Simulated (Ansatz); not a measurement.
An input for Ansatz 0.2.0 (TiO):

Contents of run.py:

```python
import json

import ase.io
import numpy as np

import ansatz as az

atoms = ase.io.read("TiO.cif")
atoms.info.pop("occupancy", None)

calculation = (
    az.Crystal.from_ase(atoms)
    .calculation()
    .kpoints(6, 6, 5)
    .functional("pbe0", dispersion="d4")
    .pseudopotentials(kind="paw")
    .scf(algorithm="direct_min", extra_bands=6)
    .mixing(algorithm="msr1", beta=0.1, ndim=16)
    .occupations(method="tetrahedron_uncorrected")
    .density_of_states(energy_step=0.05, projected=True)
    .forces()
    .stress()
    .band_table(publish=True)
)
outcome = calculation.run(threads=2, events_out="events.jsonl")

report = outcome.report
for line in open("events.jsonl"):
    event = json.loads(line)
    if event["event"] == "scf_iter":
        d = event["data"]
        print(f"SCF {d['iter']:3d}  HF = {d['harris_foulkes_ev']:.6f} eV  dr2 = {d['dr2_ev']:.2e} eV")
    elif event["event"] in ("relax_step", "md_step"):
        d = event["data"]
        print(f"{event['event']} {d['step']:3d}  E = {d['lagrangian_ev']:.6f} eV")
np.set_printoptions(precision=5, suppress=True, linewidth=110)
print("converged:", report["converged"], "after", report["n_iterations"], "iterations")
print(f"free energy {report['free_energy_ev']:.6f} eV, Fermi level {report['fermi_energy_ev']:.4f} eV")
for key in ("band_edges_ev", "magnetization_mub", "site_moments_mub", "site_moments_nc_mub", "forces_ev_ang",
                "stress_gpa"):
    if report.get(key) is not None:
        print(key, np.array(report[key]), sep="\n")
```

File TiO.cif:

```cif
data_TiO
_cell_length_a 3.03100000
_cell_length_b 3.03100000
_cell_length_c 3.23770000
_cell_angle_alpha 90.00000000
_cell_angle_beta 90.00000000
_cell_angle_gamma 120.00000000
_space_group_name_H-M_alt 'P-6m2'
_space_group_name_Hall 'P -6 2'
_space_group_IT_number 187
loop_
_space_group_symop_operation_xyz
'x,y,z'
'-x+y,-x,-z'
'-y,x-y,z'
'x,y,-z'
'-x+y,-x,z'
'-y,x-y,-z'
'-y,-x,-z'
'x,x-y,z'
'-x+y,y,-z'
'-y,-x,z'
'x,x-y,-z'
'-x+y,y,z'
loop_
_atom_site_label
_atom_site_type_symbol
_atom_site_symmetry_multiplicity
_atom_site_Wyckoff_symbol
_atom_site_fract_x
_atom_site_fract_y
_atom_site_fract_z
_atom_site_occupancy
Ti1 Ti 1 e 0.6666666667 0.3333333333 0.0000000000 1
O1 O 1 b 0.0000000000 0.0000000000 0.5000000000 1
```

Potentials or basis: Ansatz PAW.

The run is started by

```sh
$ python run.py
```

Problem. Does this run start?

Solution. The run stopped without a result. It printed:

Output:

```text
Traceback (most recent call last):
  File "run.py", line 25, in <module>
  [frames inside libraries left out]
ansatz.RefusalError: 2 input errors — fix all and re-run
  1. inconsistent input (scf.algorithm, scf.occupations.method): direct minimisation with tetrahedron occupations — the free energy that is minimised is that of smeared or fixed occupations, and a tetrahedron fill has neither; use a smearing scheme or fixed occupations, or the default algorithm without scf.convergence.dm_fallback
  2. scf.algorithm: direct_min / scf.convergence.dm_fallback with hamiltonian.xc: <hybrid> without scf.eigensolver.kind.support_functions — direct minimisation on plane waves has no term of exact exchange; use an LDA or a GGA, or take scf.algorithm: direct_min and scf.convergence.dm_fallback out of the deck
```
